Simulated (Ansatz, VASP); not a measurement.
# WSe: VASP beside Ansatz

```xyz
2
Lattice="3.1486 0.0000 0.0000 0.0000 3.1486 0.0000 0.0000 0.0000 3.1486" Properties=species:S:1:pos:R:3 pbc="T T T"
W     0.0000    0.0000    0.0000
Se    1.5743    1.5743    1.5743
```

Alike in both runs: functional PBE; k mesh 14 × 14 × 14; occupations gaussian, width 0.1 eV; no spin polarisation.

Ansatz relaxed the structure, and its values are those at the end. VASP's run is a single point on that final structure, the one shown.

```csv
,VASP,Ansatz
version,VASP 6.6.1,Ansatz 0.2.0
potentials or method,"VASP PAW PBE potentials, release 64 (W_sv, Se)","scalar-relativistic, plane waves, PAW"
plane-wave cutoff (eV),520,420
valence electrons in the cell,20,30
```

|  | VASP | Ansatz | Ansatz less VASP |
| --- | --- | --- | --- |
| gap on the k mesh at the Fermi level (eV) | none | none | - |
| pressure (GPa) | 0.4 | 0.0 | -0.39 |

A gap of «none» marks a metal or a gap that the smearing closes. The two sets of potentials don't hold the same shells in valence.

The runs have no spin-orbit coupling, so splittings on W are missing.
